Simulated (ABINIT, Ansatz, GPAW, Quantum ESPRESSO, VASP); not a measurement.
# TiTe2: 6 runs at one level of theory

```
CELL_PARAMETERS angstrom
3.77700 0.00000 0.00000
-1.88850 3.27098 0.00000
0.00000 0.00000 6.49800
ATOMIC_POSITIONS crystal
Te 0.33883 0.66074 0.74191
Te 0.66739 0.33800 0.26724
Ti 0.99875 0.99981 0.00240
```

Atoms were shifted at random by some hundredths of an Å from the given cell, which wasn't relaxed again for these runs.

Alike in all runs: task single point; functional PBEsol; k mesh 8 × 8 × 4; occupations fermi-dirac, width 0.05 eV; no spin polarisation; no spin-orbit coupling. A missing gap at this level doesn't show that the real crystal is a metal. Pressure is positive in compression and, in plane waves, holds the error of the finite cutoff, which Ansatz's Pulay term estimates and takes out.

| program and potentials | plane-wave cutoff (eV) | notes | band gap (eV) | pressure (GPa) | largest force (eV/Å) | energy over the undisturbed cell (meV/atom) |
| --- | --- | --- | --- | --- | --- | --- |
| Ansatz, Ansatz PAW | 420 | potentials made for PBE, which Ansatz adapts in part; 14.67 valence electrons an atom on average; Pulay term of +0.02 GPa included | no gap | -2.22 | 0.210 | 1.49 |
| Ansatz, all-electron LAPW, scalar-relativistic | - | - | no gap | -2.22 | 0.211 | - |
| ABINIT, PseudoDojo NC SR PBEsol v0.4.1 standard | 1143 | 14.67 valence electrons an atom on average | no gap | -2.12 | 0.202 | - |
| Quantum ESPRESSO, GBRV 1.5 PBEsol | 612 | 8 valence electrons an atom on average | no gap | -2.15 | 0.194 | 1.53 |
| VASP, PBE PAW files Te, Ti_sv, 520 eV | 520 | potentials made for PBE; 8 valence electrons an atom on average | no gap | -2.17 | 0.194 | - |
| GPAW, PAW data sets generated for this functional | 600 | 8 valence electrons an atom on average | no gap | -2.56 | 0.209 | 1.49 |

Force on atom 2 (Te), eV/Å:

| program and potentials | x | y | z |
| --- | --- | --- | --- |
| Ansatz, Ansatz PAW | 0.042 | -0.071 | -0.194 |
| Ansatz, all-electron LAPW, scalar-relativistic | 0.042 | -0.071 | -0.195 |
| ABINIT, PseudoDojo NC SR PBEsol v0.4.1 standard | 0.042 | -0.071 | -0.185 |
| Quantum ESPRESSO, GBRV 1.5 PBEsol | 0.042 | -0.071 | -0.175 |
| VASP, PBE PAW files Te, Ti_sv, 520 eV | 0.042 | -0.071 | -0.176 |
| GPAW, PAW data sets generated for this functional | 0.042 | -0.070 | -0.192 |

None finds a gap. The pressure spans -2.56 (GPAW, PAW data sets generated for this functional) to -2.12 GPa (ABINIT, PseudoDojo NC SR PBEsol v0.4.1 standard), with all-electron results at -2.22.

The functional is the same throughout but for its coding, so the spread measures potentials, basis and numerics; runs on potential files found faulty are left out.
